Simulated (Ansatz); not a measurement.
**1T-PbSTe monolayer in a perpendicular field**

What dipole does a perpendicular field induce in the 1T-PbSTe monolayer? A positive field points along +c.

Program: Ansatz 0.2.0. Level of theory: plane-wave DFT, PBE-D3(BJ), Ansatz PAW. Results are calculated unless marked as measured.

## (1) The starting structure

The cell holds 3 atoms: 1 Te, 1 Pb and 1 S. Its edges and angles: a = 3.646 Å, b = 3.646 Å, c = 36.633 Å, α = 90.0°, β = 90.0°, γ = 120.0°. Vacuum lies along c.

## (2) Relaxing the slab

The starting cell is a guess, so the in-plane lattice and the atoms are relaxed first, with the slab cut off from its images along the normal.

The input, input.yaml:

```yaml
crystal:
  lattice:
    - [3.645692, 0.0, 0.0]
    - [-1.822846, 3.1572618864, 0.0]
    - [0.0, 0.0, 36.6327315422]
  atoms:
    - { symbol: Te, position: [0.6666666667, 0.3333333333, 0.461336059] }
    - { symbol: Pb, position: [0.0, 0.0, 0.5081060458] }
    - { symbol: S, position: [0.3333333333, 0.6666666667, 0.538663941] }
  periodic: [true, true, false]
kpoints:
  mp_grid: { grid: [12, 12, 1] }
hamiltonian:
  xc: pbe
  dispersion: d3bj
scf:
  occupations: { method: fermi_dirac, width: 0.05 }
  convergence: { dr2_threshold: 1.0e-09 }
relax:
  f_tol: 0.004
  max_steps: 90
  cell: {}
output:
  write_potential: true
  write_density: true
  volumetric_format: npy
```

Run with:

```sh
$ ansatz run input.yaml --threads 2 --pin off --max-ram 3072MiB --backend cpu --events-out ev --progress --plain --runs-dir out
```

Numbers of over 12 decimals in the logs are rounded to 6 here.

What it wrote:

```text
Warning: relax.cell: scf.convergence.dr2_threshold = 1e-9 eV is looser than the 1.82172591607e-10 eV advised for a relaxation that steers and ends on the stress (1e-10 eV for each atom of the cell: 3, times the square of relax.cell.stress_2d_tol = 0.05 N/m over 12.8 Å (the atoms' height at the walk's start and 5 Å past either face), 3.896e-2 GPa, over a crystal's default 0.05). What an SCF threshold leaves in a stress goes as its square root, and in the free energy as the threshold itself, and one threshold admits the most on a small cell: [figures from the program's tests cut] Set scf.convergence.dr2_threshold to 1.82172591607e-10 eV or tighter. [rest of the remark cut]
Engine: ansatz 0.2.0, x86_64-unknown-linux-gnu
Pseudopotentials: kind: paw
Pseudopotential: Te, paw, valence charge 16, recommended cutoff 420 eV (normal), Te.paw.azcp
Pseudopotential: Pb, paw, valence charge 14, recommended cutoff 420 eV (normal), Pb.paw.azcp
Pseudopotential: S, paw, valence charge 6, recommended cutoff 420 eV (normal), S.paw.azcp
Functional definition: PBE
  parameter kappa = 0.804
  parameter beta = 0.066725
  exchange = pbe_x(kappa = kappa, mu = beta*pi^2/3)
  correlation = pbe_c(beta = beta)
Crystal: 3 atoms, lattice volume = 421.658 Å³
Basis set: ecut = 420 eV, 8103 PW (Γ), exchange–correlation on 50×50×500 points (8 copies of the dense FFT grid, shifted against one another)
Bands: 22, of which v1, the nominal top of the filled ones, is band 18 counted from 1 (17 counted from 0)
Symmetry: 6 space group operations
Space group: P3m1 (ITA 156), of the structure as read, at distance tolerance 7.5e-5 Å
k-points: 19 of 144 (time reversal used)
Non-local potential: Te, projectors of the file, l = 0: 2, l = 1: 2, l = 2: 2, l = 3: 2
Non-local potential: Pb, projectors of the file, l = 0: 2, l = 1: 2, l = 2: 2, l = 3: 2
Non-local potential: S, projectors of the file, l = 0: 2, l = 1: 2, l = 2: 2
PAW form: soft (Blöchl's): semilocal exchange-correlation on the pseudo side does not see the compensation charge
PAW one-centre angular grid: Te, 590 points (default); XC on 64 Gauss nodes
PAW one-centre angular grid: Pb, 590 points (default); XC on 64 Gauss nodes
PAW one-centre angular grid: S, 110 points (default); XC on 64 Gauss nodes
Initial density: superposition of atomic densities (neutral atoms: chi_scale 0, normalization atom), corrected by the library's trained network
Initial wavefunctions: pseudopotential atomic-orbital guess
Functional: x = pbe(κ = 0.804, μ = 0.219515), c = pbe(β = 0.066725)
SCF iter   1: F=—  HF=-19786.151582 eV  |F-HF|=—  |Δ(HF+E_count)|=         —  Δρ=1.14e-3  dr2=6.26e-3  ethr=1.77e-3  ⟨swp⟩=21.6  Hψ=4703  notcnv=0
preconditioner: auto → LDOS  [metal: Δε(μ)=0.061 eV  Ē_g=14.488 eV  σ=0.050 eV  W_gap=0.28  n_scr=20 (ndim 8)  ℏωp=9.2 eV  f_vac=0.808  D(μ)=1.51/eV (n_scr^D=8)  β→1.0]
SCF iter   2: F=—  HF=-19786.154603 eV  |F-HF|=—  |Δ(HF+E_count)|=   3.02e-3  Δρ=5.72e-4  dr2=2.69e-3  ethr=1.74e-5  ⟨swp⟩=4.9  Hψ=1464  notcnv=0
SCF iter   3: F=—  HF=-19786.154154 eV  |F-HF|=—  |Δ(HF+E_count)|=   4.50e-4  Δρ=1.96e-4  dr2=2.74e-4  ethr=7.48e-6  ⟨swp⟩=2.7  Hψ=852  notcnv=0
SCF iter   4: F=—  HF=-19786.154129 eV  |F-HF|=—  |Δ(HF+E_count)|=   2.47e-5  Δρ=3.34e-5  dr2=4.81e-6  ethr=7.61e-7  ⟨swp⟩=2.9  Hψ=885  notcnv=0
SCF iter   5: F=—  HF=-19786.154119 eV  |F-HF|=—  |Δ(HF+E_count)|=   1.02e-5  Δρ=1.22e-5  dr2=1.01e-6  ethr=1.34e-8  ⟨swp⟩=4.2  Hψ=1033  notcnv=0
SCF iter   6: F=—  HF=-19786.154103 eV  |F-HF|=—  |Δ(HF+E_count)|=   1.58e-5  Δρ=4.44e-6  dr2=1.53e-7  ethr=2.80e-9  ⟨swp⟩=2.9  Hψ=911  notcnv=0
SCF iter   7: F=—  HF=-19786.154103 eV  |F-HF|=—  |Δ(HF+E_count)|=   8.33e-8  Δρ=1.45e-6  dr2=4.47e-8  ethr=4.25e-10  ⟨swp⟩=2.8  Hψ=794  notcnv=0
SCF iter   8: F=—  HF=-19786.154103 eV  |F-HF|=—  |Δ(HF+E_count)|=   8.47e-9  Δρ=4.07e-7  dr2=2.75e-9  ethr=1.24e-10  ⟨swp⟩=3.4  Hψ=772  notcnv=0
SCF iter   9: F=-19786.154103 eV  HF=-19786.154103 eV  |F-HF|=1.82e-9  |Δ(HF+E_count)|=   6.04e-9  Δρ=1.75e-7  dr2=1.61e-10  ethr=2.78e-12  ⟨swp⟩=13.1  Hψ=3588  notcnv=0
SCF 1 converged in 9 iterations: F = -19786.154103 eV  dr2 = 1.61e-10
  greatest PAW one-centre occupation: 0.998 electrons in one spin orbital (limit 2), on the Te atom at site 0 (counted from 0), in its partial waves of l = 2
relax step   1: F+E_penalty+E_count = -19786.15410304 eV  Δ(F+E_penalty+E_count) = +0.000e0 eV  max|allowed force component| = 6.030e0 eV/Å  Δτ_max = 0.0000 Å  P = +22.196 N/m  Ω = 421.658 Å³  fix = [c, alpha, beta]  reactions: c +0.000 N/m  (9 SCF iters, accepted)
Crystal: 3 atoms, lattice volume = 429.642 Å³
Basis set: ecut = 420 eV, 8427 PW (Γ), exchange–correlation on 50×50×500 points (8 copies of the dense FFT grid, shifted against one another)
Initial density: handed on by an earlier stage of this run
Initial wavefunctions: those handed on with the density
iter 1 solved again at ethr=4.02e-4 eV; its pass at ethr=3.10e-3 eV (dr2=1.45e-1 eV) is discarded
SCF iter   1: F=—  HF=-19787.957056 eV  |F-HF|=—  |Δ(HF+E_count)|=         —  Δρ=3.94e-3  dr2=1.45e-1  ethr=4.02e-4  ⟨swp⟩=2.2  Hψ=3979  notcnv=0
preconditioner: auto → LDOS  [metal: Δε(μ)=0.032 eV  Ē_g=13.878 eV  σ=0.050 eV  W_gap=0.16  n_scr=20 (ndim 8)  ℏωp=9.1 eV  f_vac=0.798  D(μ)=1.58/eV (n_scr^D=8)  β→1.0]
SCF iter   2: F=—  HF=-19787.942176 eV  |F-HF|=—  |Δ(HF+E_count)|=   1.49e-2  Δρ=1.78e-3  dr2=2.46e-2  ethr=4.02e-4  ⟨swp⟩=4.4  Hψ=1012  notcnv=0
SCF iter   3: F=—  HF=-19787.936763 eV  |F-HF|=—  |Δ(HF+E_count)|=   5.41e-3  Δρ=6.65e-4  dr2=6.45e-3  ethr=6.84e-5  ⟨swp⟩=3.3  Hψ=885  notcnv=0
SCF iter   4: F=—  HF=-19787.935725 eV  |F-HF|=—  |Δ(HF+E_count)|=   1.04e-3  Δρ=1.90e-4  dr2=6.52e-4  ethr=1.79e-5  ⟨swp⟩=2.8  Hψ=719  notcnv=0
SCF iter   5: F=—  HF=-19787.935656 eV  |F-HF|=—  |Δ(HF+E_count)|=   6.90e-5  Δρ=4.66e-5  dr2=2.64e-5  ethr=1.81e-6  ⟨swp⟩=2.9  Hψ=803  notcnv=0
SCF iter   6: F=—  HF=-19787.935675 eV  |F-HF|=—  |Δ(HF+E_count)|=   1.84e-5  Δρ=1.52e-5  dr2=1.13e-6  ethr=7.33e-8  ⟨swp⟩=3.4  Hψ=935  notcnv=0
SCF iter   7: F=—  HF=-19787.935659 eV  |F-HF|=—  |Δ(HF+E_count)|=   1.51e-5  Δρ=4.32e-6  dr2=1.06e-7  ethr=3.13e-9  ⟨swp⟩=3.2  Hψ=914  notcnv=0
SCF iter   8: F=—  HF=-19787.935660 eV  |F-HF|=—  |Δ(HF+E_count)|=   1.68e-7  Δρ=1.28e-6  dr2=7.11e-9  ethr=2.94e-10  ⟨swp⟩=3.4  Hψ=975  notcnv=0
SCF iter   9: F=-19787.935660 eV  HF=-19787.935660 eV  |F-HF|=3.25e-9  |Δ(HF+E_count)|=   4.68e-8  Δρ=3.42e-7  dr2=5.01e-10  ethr=2.78e-12  ⟨swp⟩=13.5  Hψ=3764  notcnv=0
SCF 2 converged in 9 iterations: F = -19787.935660 eV  dr2 = 5.01e-10
[...]
SCF iter  10: F=-19788.734413 eV  HF=-19788.734413 eV  |F-HF|=7.09e-9  |Δ(HF+E_count)|=  5.97e-10  Δρ=3.79e-7  dr2=8.43e-10  ethr=2.78e-12  ⟨swp⟩=10.2  Hψ=3689  notcnv=0
SCF 3 converged in 10 iterations: F = -19788.734413 eV  dr2 = 8.43e-10
relax step   3: F+E_penalty+E_count = -19788.73441282 eV  Δ(F+E_penalty+E_count) = -7.988e-1 eV  max|allowed force component| = 1.023e0 eV/Å  Δτ_max = 0.1662 Å  P = +4.268 N/m  Ω = 446.830 Å³  energy of the carried Pulay correction = -6.744e-4 eV  fix = [c, alpha, beta]  reactions: c +0.000 N/m  (10 SCF iters, accepted)
[...]
relax step   4: F+E_penalty+E_count = -19788.90041665 eV  Δ(F+E_penalty+E_count) = -1.660e-1 eV  max|allowed force component| = 5.363e-1 eV/Å  Δτ_max = 0.0766 Å  P = +1.198 N/m  Ω = 463.177 Å³  energy of the carried Pulay correction = -1.092e-3 eV  fix = [c, alpha, beta]  reactions: c +0.000 N/m  (10 SCF iters, accepted)
[...]
relax step   5: F+E_penalty+E_count = -19788.97490586 eV  Δ(F+E_penalty+E_count) = -7.449e-2 eV  max|allowed force component| = 2.281e-2 eV/Å  Δτ_max = 0.2000 Å  P = -0.859 N/m  Ω = 466.961 Å³  energy of the carried Pulay correction = -1.186e-3 eV  fix = [c, alpha, beta]  reactions: c -0.000 N/m  (10 SCF iters, accepted)
[...]
relax step   6: F+E_penalty+E_count = -19788.98306579 eV  Δ(F+E_penalty+E_count) = -8.160e-3 eV  max|allowed force component| = 5.975e-2 eV/Å  Δτ_max = 0.0167 Å  P = -0.475 N/m  Ω = 459.246 Å³  energy of the carried Pulay correction = -9.930e-4 eV  fix = [c, alpha, beta]  reactions: c -0.000 N/m  (8 SCF iters, accepted)
[...]
relax step   7: F+E_penalty+E_count = -19788.98649369 eV  Δ(F+E_penalty+E_count) = -3.428e-3 eV  max|allowed force component| = 2.521e-2 eV/Å  Δτ_max = 0.0246 Å  P = +0.027 N/m  Ω = 450.718 Å³  energy of the carried Pulay correction = -7.751e-4 eV  fix = [c, alpha, beta]  reactions: c +0.000 N/m  (8 SCF iters, accepted)
[...]
relax step   8: F+E_penalty+E_count = -19788.98654192 eV  Δ(F+E_penalty+E_count) = -4.822e-5 eV  max|allowed force component| = 2.343e-3 eV/Å  Δτ_max = 0.0024 Å  P = +0.005 N/m  Ω = 451.053 Å³  energy of the carried Pulay correction = -7.838e-4 eV  fix = [c, alpha, beta]  reactions: c +0.000 N/m  (6 SCF iters, accepted)
Basis set: ecut = 420 eV, 8835 PW (Γ), exchange–correlation on 54×54×500 points (8 copies of the dense FFT grid, shifted against one another)
Initial wavefunctions: pseudopotential atomic-orbital guess (no wavefunctions were taken with the density)
iter 1 solved again at ethr=1.47e-6 eV; its pass at ethr=3.10e-3 eV (dr2=5.30e-4 eV) is discarded
SCF iter   1: F=—  HF=-19788.984908 eV  |F-HF|=—  |Δ(HF+E_count)|=         —  Δρ=1.06e-4  dr2=1.95e-6  ethr=1.47e-6  ⟨swp⟩=5.4  Hψ=4935  notcnv=0
eigensolver tolerance schedule: the retry pair's looser diagonalisation over-reported the residual by 271.43 of it (diagonalisation noise at 0.15 of the residual, at the tolerance the schedule requests for it); recorded, not acted on — ethr = c·dr2/N_el stays at c = 1.0e-1
preconditioner: auto → LDOS  [metal: Δε(μ)=0.103 eV  Ē_g=12.572 eV  σ=0.050 eV  W_gap=0.44  n_scr=20 (ndim 8)  ℏωp=8.9 eV  f_vac=0.777  D(μ)=2.67/eV (n_scr^D=12)  β→1.0]
SCF iter   2: F=—  HF=-19788.987182 eV  |F-HF|=—  |Δ(HF+E_count)|=   2.27e-3  Δρ=9.94e-6  dr2=4.66e-7  ethr=5.41e-9  ⟨swp⟩=4.2  Hψ=1211  notcnv=0
SCF iter   3: F=—  HF=-19788.987175 eV  |F-HF|=—  |Δ(HF+E_count)|=   7.41e-6  Δρ=3.78e-6  dr2=3.52e-8  ethr=1.29e-9  ⟨swp⟩=2.3  Hψ=767  notcnv=0
SCF iter   4: F=—  HF=-19788.987181 eV  |F-HF|=—  |Δ(HF+E_count)|=   6.68e-6  Δρ=8.25e-7  dr2=3.58e-9  ethr=9.79e-11  ⟨swp⟩=3.9  Hψ=1144  notcnv=0
SCF iter   5: F=-19788.987182 eV  HF=-19788.987182 eV  |F-HF|=1.47e-8  |Δ(HF+E_count)|=   4.88e-7  Δρ=3.13e-7  dr2=6.10e-10  ethr=2.78e-12  ⟨swp⟩=17.4  Hψ=3975  notcnv=0
SCF 9 converged in 5 iterations: F = -19788.987182 eV  dr2 = 6.10e-10
relax step   9: F+E_penalty+E_count = -19788.98718178 eV  Δ(F+E_penalty+E_count) = -6.399e-4 eV  max|allowed force component| = 2.358e-3 eV/Å  Δτ_max = 0.0000 Å  P = +0.001 N/m  Ω = 451.053 Å³  fix = [c, alpha, beta]  reactions: c +0.000 N/m  stress off target by 1.39e-3 N/m on what of the cell is left free  SCF on the basis re-selected at this cell (its energy is not comparable with the rows above)  (5 SCF iters)
basis re-selected at this cell: Δ(F+E_penalty+E_count) = -6.399e-4 eV, ΔP = -0.004 N/m vs the last step (what re-selecting the basis moved, of the pressure what is left beyond the Pulay correction that the steps carried, after the strain that the cell walked since its last selection, with what the two solves' SCF thresholds leave and, on support functions, any second-order correction that the steps lacked; it is no measure of the basis error at this ecutwfc). The dense FFT grid was sized anew with the basis: this SCF ran on 27×27×250 points, the steps before it on 25×25×250, so part of this shift can come from that change (see relax.cell in the input reference). [rest of the remark cut]
WARN: The input density's exchange-correlation potential varies sharply where the density is thin. Do not read a vacuum level from v_tot or v_xc, or from such a field of the output density. On a cell that repeats whose density bears no net charge and no dipole along the vacuum's axis use v_es (v_loc + v_h of the components); under efield.dipole_correction with no amplitude use v_es + v_field, which holds any external [...]
SCF converged after 5 iterations
Free energy (F): -19788.987182 eV
Harris-Foulkes:  -19788.987182 eV  (|F-HF|=1.47e-8)
Internal energy: -19788.964793 eV  (E = F + TS)
E sigma→0 (E₀):  -19788.975987 eV
Entropy (-TS):   -0.022389 eV (-7.463 meV/atom)
Fermi energy:    -5.582254 eV
--- Per-component energies (eV) ---
  E_band       = -811.087935
  E_kinetic    = 574.147370
  E_local      = -71612.779215  (includes V_loc(G=0)·N_el)
  E_nonlocal   = 69.130607
  E_hartree    = 35600.616766
  E_xc         = -440.036617
  E_vxc        = -321.171067  (∫ρ·V_xc dr)
  E_paw        = -15669.502056  (= ΣΔE_a)
  E_vpaw       = -721.649475  (= ΣTr[D̂ρ^β])
  E_aug_tail   = -0.000136  (compensation charges beyond the density's cutoff)
  E_ewald      = 31690.254377
  E_disp       = -0.795887  (pairwise vdW)
  E_smearing   = -0.022389  (= −TS)
  E_closure    = 0.000000  (closes the sum)
  Σ components = -19788.987182   (vs F -19788.987182, Δ=0.00e0)
--- Forces (eV/Å), atoms counted from 1 ---
  atom   1  Te     0.00000000    -0.00000000    -0.00235438
  atom   2  Pb     0.00000000     0.00000000     0.00226211
  atom   3  S      0.00000000    -0.00000000     0.00010199
  max |Σ_I F_I| component: 9.72e-6 eV/Å
--- 2D stress c σ (N/m, compression-positive) ---
        0.001387       0.000000       0.000000
       -0.000000       0.001387      -0.000000
        0.000000      -0.000000       0.000000
  P = ½ c Tr σ = 0.0014 N/m
--- Band table (eV; the first three rows and the last of 19) ---
  k-point 0: bands = [... 14 lower, -6.4447, -6.4447, -5.4631, -4.2456, -4.2456, -2.1490, -0.6380, -0.5368]
  k-point 1: bands = [... 14 lower, -6.8940, -6.5265, -5.3439, -4.7030, -4.3621, -1.8688, -1.0587, -0.4892]
  k-point 2: bands = [... 14 lower, -7.4900, -6.7401, -6.0768, -4.9493, -4.6443, -2.0106, -1.1409, -0.3955]
  k-point 18: bands = [... 14 lower, -8.7466, -8.6721, -7.5070, -6.5843, -6.1449, -2.4044, -2.1711, -0.5837]
  the weakly bound empty levels are not read free of the cell's end (no_gap_told)
--- Relaxed structure (8 steps of the walk, 8 accepted, 1 SCFs on fresh bases) ---
  F+E_penalty+E_count = -19788.98718178 eV   max|allowed force component| = 2.358e-3 eV/Å   (the final SCF, on the basis selected at the relaxed cell)
  cell:  # Å, volume = 451.0534 Å³
    - [3.770631, 0, 0]
    - [-1.885315, 3.265462, 0]
    - [0, 0, 36.6327315422]
  atoms:
    - { symbol: Te, position: [0.666667, 0.333333, 0.443119] }
    - { symbol: Pb, position: [7.006850994465086e-19, 1.4013701988930178e-18, 0.511370] }
    - { symbol: S, position: [0.333333, 0.666667, 0.553618] }
```

Elapsed: 50 s, on 2 threads of Intel Xeon 6975P-C (Granite Rapids), shared host; peak memory 0.75 GiB; 96 s of CPU time.

Step by step:

```
step  energy less that of the first step (eV)  largest force component (eV/Å)  volume (Å³)
   1                                   0.0000                          6.0297       421.66
   2                                  -1.7816                          3.1942       429.64
   3                                  -2.5803                          1.0229       446.83
   4                                  -2.7463                          0.5363       463.18
   5                                  -2.8208                          0.0228       466.96
   6                                  -2.8290                          0.0597       459.25
   7                                  -2.8324                          0.0252       450.72
   8                                  -2.8324                          0.0023       451.05
  9*                                  -2.8331                          0.0024       451.05
```

Relaxation steps marked * repeat the geometry before them on a plane-wave basis chosen anew for their cell, so energy and pressure can jump there.

Forces are held to the 6 operations that the run works with; a distortion that breaks them can't arise in this run.

```
cell as run  before  after  change
      a (Å)   3.646  3.771  +3.4 %
      b (Å)   3.646  3.771  +3.4 %
```

The atoms that moved most (Å, along periodic axes as changes of fractional coordinates times the final cell, across vacuum about the mean position):

```
atom     dx     dy      dz  length
 Te1  0.000  0.000  -0.667   0.667
  S3  0.000  0.000   0.548   0.548
 Pb2  0.000  0.000   0.120   0.120
```

The relaxed structure:

```
Te Pb S
1.0
     3.77063    0.00000    0.00000
    -1.88532    3.26546    0.00000
     0.00000    0.00000   36.63273
Te Pb S
1 1 1
Direct
  0.66667 0.33333 0.44312
  0.00000 0.00000 0.51137
  0.33333 0.66667 0.55362
```

Numbers from this step:

```yaml
energy_at_zero_smearing: -19788.9760 eV
```

The lattice constant a goes from 3.646 to 3.771 Å.

(Part 1 of 2 ends here.)

[Logs are printed without paths, hosts, clocks, repeated set-up lines and the standing remarks that a program may print on its own settings, such as how far it seeks lower states.]

[Hosts, paths, dates, database ids (printed as entryN), source tags and the programs' standing remarks are cut or masked in the printed files.]

[Maps of the electrostatic potential energy from Ansatz leave out the sawtooth potential of an applied field or a dipole correction, so their vacuum need not be flat; planar profiles and work functions include it.]
